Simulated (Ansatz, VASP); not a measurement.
One calculation of Sb, two programs

```
Sb
1.0
     3.15425    0.00000    0.00000
    -1.57713    2.73166    0.00000
     0.00000    0.00000   10.67473
Sb
4
Direct
  0.00000 0.00000 0.00000
  0.00000 0.00000 0.50000
  0.33333 0.66667 0.25000
  0.66667 0.33333 0.75000
```

Alike in both runs: task single point; functional PBEsol; k mesh 12 × 12 × 4; occupations fermi-dirac, width 0.1 eV; no spin polarisation.

|  | VASP | Ansatz |
| --- | --- | --- |
| version | VASP 6.6.1 | Ansatz 0.2.0 |
| potentials or method | VASP PAW PBE potentials, release 64 (Sb) | plane waves (420 eV) with PAW, scalar-relativistic |
| plane-wave cutoff (eV) | 520 | 420 |
| valence electrons in the cell | 20 | 60 |

```tsv
	VASP	Ansatz	Ansatz less VASP
pressure (GPa)	12.1	12.0	-0.14
largest component of the traceless stress (GPa)	1.69	1.65	-0.037
```

The two sets of potentials don't hold the same shells in valence. Ansatz warned: «pseudo_functional_mismatch».

Caveats: the PAW data sets were made with another functional, which shifts forces and pressure a little (VASP). Spin-orbit coupling is left out, which matters for the levels of Sb.
